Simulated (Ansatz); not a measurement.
# Metal on semiconductor: Si/ZnS/CoSi2, part 3 of 5

Wanted: barrier heights, local density of states and T(E) for Si/ZnS/CoSi2. The semiconductor is Si diamond(111), undoped, with its far face capped by hydrogen, and the metal is CoSi2 fluorite(111) turned by 180 degrees (type B), with ZnS wurtzite(0001) between them (whole bilayers). After relaxation the nearest pair at the metal is Si–Zn at 2.43 Å, along the normal. The common net has a side of 3.85 Å, which strains the semiconductor by -0.5 %, the layer between by +0.0 % and the metal by +1.6 %, against typed lattice constants near PBE's. The first steps treat the bulk crystals alone.

Ansatz 0.2.0; PBE DFT, plane waves, PAW files (the session's first sound run).

So far. Step 4 (Relaxation): The largest force component on a free atom ends at 0.038 eV/Å. The work functions of the outer faces are 3.82 and 4.05 eV.

**5. T(E) from the semiconductor into the metal, atomic planes in the barrier 4, gap between the electrodes 8.74 Å**

This step: PBE DFT, plane waves, PAW files; ballistic transmission by layer matching between semi-infinite leads (Ansatz 0.2.0).

System of this step: Si/ZnS/CoSi2. The cell holds 52 atoms: 38 Si, 2 S, 2 Zn, 9 Co and 1 H. Cell: a = 3.850 Å, b = 3.850 Å, c = 93.179 Å, α = 90.0°, β = 90.0°, γ = 120.0°. Regions: left electrode, 20 atoms (20 Si); barrier, 4 atoms (2 S and 2 Zn); right electrode, 27 atoms (18 Si and 9 Co). Vacuum lies along c.

The semiconductor is one lead and the metal the other. The lead's open channels mark its band edges against the Fermi level.

The input, input.yaml:

```yaml
crystal:
  lattice:
    - [3.85, 0.0, 0.0]
    - [-1.925, 3.3341978046, 0.0]
    - [0.0, 0.0, 93.178940347]
  atoms:
    - { symbol: Si, position: [0.66666667, 0.33333333, 0.1663466009] }
    - { symbol: Si, position: [0.0, 0.0, 0.1748920598] }
    - { symbol: Si, position: [0.0, 0.0, 0.2003018335] }
    - { symbol: Si, position: [0.33333333, 0.66666667, 0.2088472925] }
    - { symbol: Si, position: [0.33333333, 0.66666667, 0.2342570662] }
    - { symbol: Si, position: [0.66666667, 0.33333333, 0.2428025251] }
    - { symbol: Si, position: [0.66666667, 0.33333333, 0.2682122988] }
    - { symbol: Si, position: [0.0, 0.0, 0.2767577578] }
    - { symbol: Si, position: [0.0, 0.0, 0.3021675314] }
    - { symbol: Si, position: [0.33333333, 0.66666667, 0.3107129904] }
    - { symbol: Si, position: [0.33333333, 0.66666667, 0.3361227641] }
    - { symbol: Si, position: [0.66666667, 0.33333333, 0.3446682231] }
    - { symbol: Si, position: [0.66666667, 0.33333333, 0.3700779967] }
    - { symbol: Si, position: [0.0, 0.0, 0.3786234557] }
    - { symbol: Si, position: [0.0, 0.0, 0.4040332294] }
    - { symbol: Si, position: [0.33333333, 0.66666667, 0.4125786883] }
    - { symbol: Si, position: [0.33333333, 0.66666667, 0.437988462] }
    - { symbol: Si, position: [0.66666667, 0.33333333, 0.446533921] }
    - { symbol: Si, position: [0.66666667, 0.33333333, 0.4718538137] }
    - { symbol: Si, position: [0.0, 0.0, 0.4794687135] }
    - { symbol: S, position: [0.0, 0.0, 0.5035743683] }
    - { symbol: Zn, position: [0.33333333, 0.66666667, 0.5130602383] }
    - { symbol: S, position: [0.33333333, 0.66666667, 0.5373511678] }
    - { symbol: Zn, position: [0.0, 0.0, 0.5471897128] }
    - { symbol: Si, position: [0.0, 0.0, 0.5732447041] }
    - { symbol: Co, position: [0.66666667, 0.33333333, 0.579630087] }
    - { symbol: Si, position: [0.33333333, 0.66666667, 0.5869686197] }
    - { symbol: Si, position: [0.66666667, 0.33333333, 0.6038963291] }
    - { symbol: Co, position: [0.33333333, 0.66666667, 0.6118564018] }
    - { symbol: Si, position: [0.0, 0.0, 0.6198164744] }
    - { symbol: Si, position: [0.33333333, 0.66666667, 0.6367441838] }
    - { symbol: Co, position: [0.0, 0.0, 0.6447042565] }
    - { symbol: Si, position: [0.66666667, 0.33333333, 0.6526643291] }
    - { symbol: Si, position: [0.0, 0.0, 0.6695920385] }
    - { symbol: Co, position: [0.66666667, 0.33333333, 0.6775521112] }
    - { symbol: Si, position: [0.33333333, 0.66666667, 0.6855121838] }
    - { symbol: Si, position: [0.66666667, 0.33333333, 0.7024398932] }
    - { symbol: Co, position: [0.33333333, 0.66666667, 0.7103999659] }
    - { symbol: Si, position: [0.0, 0.0, 0.7183600385] }
    - { symbol: Si, position: [0.33333333, 0.66666667, 0.7352877479] }
    - { symbol: Co, position: [0.0, 0.0, 0.7432478206] }
    - { symbol: Si, position: [0.66666667, 0.33333333, 0.7512078932] }
    - { symbol: Si, position: [0.0, 0.0, 0.7681356026] }
    - { symbol: Co, position: [0.66666667, 0.33333333, 0.7760956752] }
    - { symbol: Si, position: [0.33333333, 0.66666667, 0.7840557479] }
    - { symbol: Si, position: [0.66666667, 0.33333333, 0.8009834573] }
    - { symbol: Co, position: [0.33333333, 0.66666667, 0.8089435299] }
    - { symbol: Si, position: [0.0, 0.0, 0.8169036026] }
    - { symbol: Si, position: [0.33333333, 0.66666667, 0.833831312] }
    - { symbol: Co, position: [0.0, 0.0, 0.8417913846] }
    - { symbol: Si, position: [0.66666667, 0.33333333, 0.8497514573] }
    - { symbol: H, position: [0.66666667, 0.33333333, 0.1502485427] }
kpoints:
  mp_grid: { grid: [8, 8, 1] }
scf:
  occupations: { method: fermi_dirac, width: 0.1 }
  max_iter: 150
hamiltonian:
  xc: pbe
efield:
  axis: 3
  dipole_correction: true
output:
  transmission:
    kmesh: [12, 12]
    e_range: [-2.5, 2.5]
    de: 0.05
    leads: [[8, 10], [37, 40]]
  dos: { projected: true, e_range: [-6, 5], de: 0.05 }
  write_potential: true
  write_density: true
  volumetric_format: npy
  elf: true
```

On the command line:

```
$ ansatz run input.yaml --threads 8 --pin off --max-ram 24576MiB --backend cpu --events-out ev --progress --plain --runs-dir out
```

Numbers of over 12 decimals in the logs are rounded to 6 here.

The log of the run:

```text
[...]
Crystal: 52 atoms, lattice volume = 1196.107 Å³
Basis set: ecut = 420 eV, 23387 PW (Γ)
Bands: 223, of which v1, the nominal top of the filled ones, is band 171 counted from 1 (170 counted from 0)
Symmetry: 6 space group operations
[...]
k-points: 10 of 64 (time reversal used)
[...]
SCF iter   1: F=—  HF=-78767.530761 eV  |F-HF|=—  |Δ(HF+E_count)|=         —  Δρ=5.83e-3  dr2=2.02e1  ethr=1.77e-3  p=-0.063 e·Å  D=-9.49e-3 V/Å  ΔV_dip=0.88 eV  dr2_dipole=9.65e0  V_vac-E_F(+/−)=4.58/3.70 eV  ⟨swp⟩=9.2  Hψ=12115  notcnv=0  defer=100
[...]
SCF iter  19: F=-78767.415253 eV  HF=-78767.415253 eV  |F-HF|=5.07e-8  |Δ(HF+E_count)|=   1.49e-7  Δρ=6.72e-7  dr2=4.57e-8  ethr=2.92e-11  p=-0.053 e·Å  D=-7.96e-3 V/Å  ΔV_dip=0.74 eV  dr2_dipole=2.18e-8  V_vac-E_F(+/−)=4.96/4.22 eV  ⟨swp⟩=17.9  Hψ=9093  notcnv=0
SCF 1 converged in 19 iterations: F = -78767.415253 eV  dr2 = 4.57e-8
[...]
transmission: 137 of 1311 steps passed
transmission: 265 of 1311 steps passed
[...]
transmission: 1311 of 1311 steps passed
WARN: The output density's exchange-correlation potential varies sharply where the density is thin. Do not read a vacuum level from v_tot or v_xc, or from such a field of the output density. On a cell that repeats whose density bears no net charge and no dipole along the vacuum's axis use v_es (v_loc + v_h of the components); under efield.dipole_correction with no amplitude use v_es + v_field, which holds any externa [...]
SCF converged after 19 iterations
Free energy (F): -78767.415253 eV
[...]
Internal energy: -78767.002262 eV  (E = F + TS)
E sigma→0 (E₀):  -78767.208757 eV
Entropy (-TS):   -0.412991 eV (-7.942 meV/atom)
Fermi energy:    5.116683 eV
Dipole field:    D = -0.008037 V/Å  (p = -0.053122 e·Å, saw-weighted, corrected)
Work function:   Φ+ = 4.9627 eV   Φ− = 4.2139 eV
[...]
--- Band table (eV; the first three rows and the last of 10) ---
  k-point 0: bands = [... 167 lower, 6.1276, 6.2518, 6.3323, 6.3627, 6.3627, 6.4419, 6.5726, 6.5793, ... 48 higher]
  k-point 1: bands = [... 167 lower, 5.8593, 6.0042, 6.0723, 6.2754, 6.4409, 6.5437, 6.5708, 6.6337, ... 48 higher]
  k-point 2: bands = [... 167 lower, 5.0535, 5.0727, 5.3666, 5.4313, 5.6886, 5.6929, 5.8425, 5.9841, ... 48 higher]
  k-point 9: bands = [... 167 lower, 4.3840, 4.5012, 4.5860, 4.6381, 4.6545, 4.6804, 4.7158, 5.1684, ... 48 higher]
--- Transmission ---
  basis      : 121 plane waves across, 69 finite elements along
  points     : 19, standing for a mesh of 12 x 12
  energies   : 101 from -2.500000 to 2.500000 eV about the Fermi level, 0.050000 eV apart; the leads are filled to 0.000000 eV, and channels, transmission and decay are at 0.000000 eV
  crystal 0  : Si2, at the sites [8, 10], period 3.1639 Å, over 30.06 Å; its Hamiltonian steps by up to 38.1 meV: too much for a lead, lay more layers or, if its atoms are ordered, name the step of that order
    offset         : up to 0.0000 Å between an atom of the period and one for which it stands
    channels       : 0.000000e0 a spin
    conductance    : none, the energies end too early or step too widely for 300 K: set another output.transmission.e_range or a lower de, or, where they end at an eighth of basis.ecutwfc, a higher one
    slowest decay  : 0.0920 /Å at (0.4167, 0.0000)
  crystal 1  : Si2Co1, at the sites [37, 40], period 3.0607 Å, over 25.51 Å; its Hamiltonian steps by up to 8.0 meV
[...]
channels       : 1.270833e0 a spin
[...]
slowest decay  : 0.0951 /Å at (0.4167, 0.0833)
  junction   : crystal 0 to crystal 1, 29.74 to 64.66 Å
    transmission   : 0.000000e0 a spin
[...]
```

Wall time 3.2 min (8 threads of Arm Neoverse V2, shared host); peak memory 9.7 GiB; 24 min of CPU time.

This step gave:

| Quantity | Value |
| --- | --- |
| free energy | -78767.4153 eV |
| Fermi energy | 5.117 eV |
| level to which the leads are filled | 0 eV from the Fermi level |
| transmission at the Fermi level (a spin, zone mean) | 0 |
| channels of the lower lead | 0 |
| channels of the upper lead | 1.271 |
| potential step in the lower lead | 38.1 meV |
| potential step in the upper lead | 8 meV |
| work function, upper face | 4.963 eV |
| work function, lower face | 4.214 eV |
| dipole moment | -0.05312 e·Å |
| dipole field | -0.008037 V/Å |

One spin. Transmission, zone mean against energy, zero at the Fermi level:

| energy (eV) | transmission, zone mean |
| --- | --- |
| -2.50 | 0.253 |
| -2.35 | 0.107 |
| -2.25 | 0.0438 |
| -2.10 | 0.0168 |
| -1.95 | 0.0135 |
| -1.80 | 0.0111 |
| -1.70 | 0.00974 |
| -1.55 | 0.00977 |
| -1.40 | 0.00606 |
| -1.30 | 0.00255 |
| -1.15 | 0.00179 |
| -1.00 | 0.00122 |
| -0.90 | 0.00125 |
| -0.75 | 8.2e-4 |
| -0.60 | 4.2e-4 |
| -0.45 | 3.8e-9 |
| -0.35 | 0 |
| -0.20 | 0 |
| -0.05 | 0 |
| 0.00 | 0 |
| 0.05 | 0 |
| 0.20 | 0 |
| 0.35 | 4.8e-4 |
| 0.45 | 0.00184 |
| 0.60 | 0.00128 |
| 0.75 | 0.00267 |
| 0.90 | 0.00327 |
| 1.00 | 0.00455 |
| 1.15 | 0.0328 |
| 1.30 | 0.0756 |
| 1.40 | 0.0285 |
| 1.55 | 0.0590 |
| 1.70 | 0.138 |
| 1.80 | 0.177 |
| 1.95 | 0.230 |
| 2.10 | 0.186 |
| 2.25 | 0.285 |
| 2.35 | 0.341 |
| 2.45 | 0.461 |
| 2.50 | 0.434 |

One spin. The open channels, zone mean by energy, zero at the Fermi level:

| energy (eV) | lower lead | upper lead |
| --- | --- | --- |
| -2.400 | 1.63 | 1.06 |
| -2.200 | 1.59 | 1.44 |
| -2.000 | 1.47 | 1.55 |
| -1.800 | 1.34 | 2 |
| -1.600 | 0.979 | 1.96 |
| -1.400 | 0.729 | 1.32 |
| -1.200 | 0.562 | 1.72 |
| -1.000 | 0.312 | 1.63 |
| -0.800 | 0.188 | 1.67 |
| -0.600 | 0.146 | 1.90 |
| -0.400 | 0 | 1.83 |
| -0.200 | 0 | 1.60 |
| 0.000 | 0 | 1.27 |
| 0.200 | 0.0417 | 1.15 |
| 0.400 | 0.208 | 0.979 |
| 0.600 | 0.333 | 0.903 |
| 0.800 | 0.667 | 0.681 |
| 1.000 | 0.833 | 0.597 |
| 1.200 | 1.07 | 0.597 |
| 1.400 | 1.40 | 0.514 |
| 1.600 | 1.94 | 0.882 |
| 1.800 | 2.11 | 0.924 |
| 2.000 | 2.28 | 1.26 |
| 2.200 | 2.03 | 1.72 |
| 2.400 | 1.83 | 1.92 |

Projected DOS an atom over height of the atomic layer and energy from the Fermi level. Layers: H Si Si Si Si Si Si Si Si Si Si Si Si Si Si Si Si Si Si Si Si S Zn S Zn Si Co Si Si Co Si Si Co Si Si Co Si Si Co Si Si Co Si Si Co Si Si Co Si Si Co Si; projections on atoms miss part of the total, and the computed bands can run out at the top of the range; a column is the mean of 4 neighbouring layers, the last of those left over.

Ten even steps from '_' (0.00 states/eV) to '@' (2.30 states/eV), each cell a mean:
```
__________________________
..........__..............
..........__::::::::::::::
::----::::................
::::::::::................
::::::::::....::::::::::..
..::::::::..__............
__......::..____________..
________......__________..
____________..............
____________....::....::--
____________--::==----==--
__....______==--**----**++
..::::::..__++++@@++++@@==
::::::::::..----==::::==--
::::--::--::::::--::::--::
::::------::..::--::::--::
..::::::::--::--========--
::::::::::--::::::::::::..
..........::..............
________..--..............
__________::............__
```
Columns: height of the atomic layer (Å) from 16.1 to 77.9 (not evenly spaced); rows upwards: energy from the Fermi level (eV) from -6 to 5.

ELF in the ca plane at fractional y = 0.000, with atoms of Si and S and Zn and Co within 0.2 Å of it. It is the smooth field of the valence electrons, not physical close to the nuclei.

Values, 6 rows by 16 columns, each cell a mean:
```
0.78 0.57 0.56 0.05 0.15 0.06 0.45 0.57 0.45 0.17 0.12 0.48 0.41 0.44 0.57 0.37
0.41 0.72 0.33 0.16 0.39 0.20 0.32 0.58 0.61 0.34 0.33 0.56 0.54 0.43 0.32 0.41
0.07 0.20 0.16 0.34 0.70 0.37 0.08 0.27 0.40 0.55 0.59 0.40 0.31 0.39 0.62 0.44
0.13 0.32 0.17 0.30 0.65 0.33 0.13 0.35 0.45 0.50 0.53 0.44 0.37 0.41 0.57 0.45
0.55 0.81 0.43 0.11 0.27 0.16 0.38 0.62 0.63 0.27 0.24 0.59 0.56 0.43 0.26 0.37
0.82 0.37 0.57 0.04 0.14 0.02 0.44 0.57 0.35 0.14 0.09 0.39 0.39 0.45 0.75 0.40
```
Columns run along c (16.0 Å, from fractional 0.49 to 0.66 of the cell), rows up along a (3.9 Å). Atoms in or near the plane, at fractional coordinates: S at (0.50, 0.00), Zn at (0.55, 0.00), Si at (0.57, 0.00), Si at (0.62, 0.00), Co at (0.64, 0.00).

Valence density in the ca plane at fractional y = 0.000, with atoms of Si and S and Zn and Co within 0.2 Å of it. It is the smooth field of the valence electrons, not physical close to the nuclei.

Ten steps, logarithmic in the rise over the least value, from '0' (0 e/Å³) to '9' (32 e/Å³), each cell a mean:
```
01100000000000001110112322321000002686211110
11100000000000001111111223210000001232111111
11100000000000001111100111110000001111000011
11100000111100000111000000000000011100000001
01000001121100000110000000000000011100000001
11000001111100000110000000000000011100000001
11100000111000000111000011110000001100000011
11100000000000001111111122210000001121100111
11100000000000001111111233321000002464211111
01100000000000001100112321221000003798311100
```
Columns run along c (16.0 Å, from fractional 0.41 to 0.58 of the cell), rows up along a (3.9 Å). Atoms in or near the plane, at fractional coordinates: Si at (0.48, 0.00), S at (0.50, 0.00), Zn at (0.55, 0.00), Si at (0.57, 0.00).

Electrostatic potential energy in the ca plane at fractional y = 0.000, with atoms of Si and S and Zn and Co within 0.2 Å of it. With pseudopotentials it is smooth inside the atoms' cores, unlike the true potential.

Ten even steps from '0' (-41 eV) to '9' (10 eV), each cell a mean:
```
99999999999999999999999861002774000489999999
99999999999999999999999986336887424789999999
99999999999999999999999998888998888899999999
99999999999999999999999988999999998889999888
99999999999999999999999888999999998889998888
99999999999999999999999888999999998889999888
99999999999999999999999988889999988899999988
99999999999999999999999987667898767899999999
99999999999999999999999973004786102689999999
99999999999999999999999861001673000489999999
```
Columns run along c (16.0 Å, from fractional 0.07 to 0.24 of the cell; values clipped at the 3rd and 97th percentile), rows up along a (3.9 Å). Atoms in or near the plane, at fractional coordinates: Si at (0.17, 0.00), Si at (0.20, 0.00).

The semiconductor's channels close between -0.45 and +0.15 eV. In the worse lead the potential repeats within 38 meV, which the program flags as too much for a lead, so the lead is short or a field runs through it.

[end of part 3 of 5]

[Logs are printed without paths, hosts, clocks, repeated set-up lines and the standing remarks that a program may print on its own settings, such as how far it seeks lower states.]

[Hosts, paths, dates, database ids (printed as entryN), source tags and the programs' standing remarks are cut or masked in the printed files.]
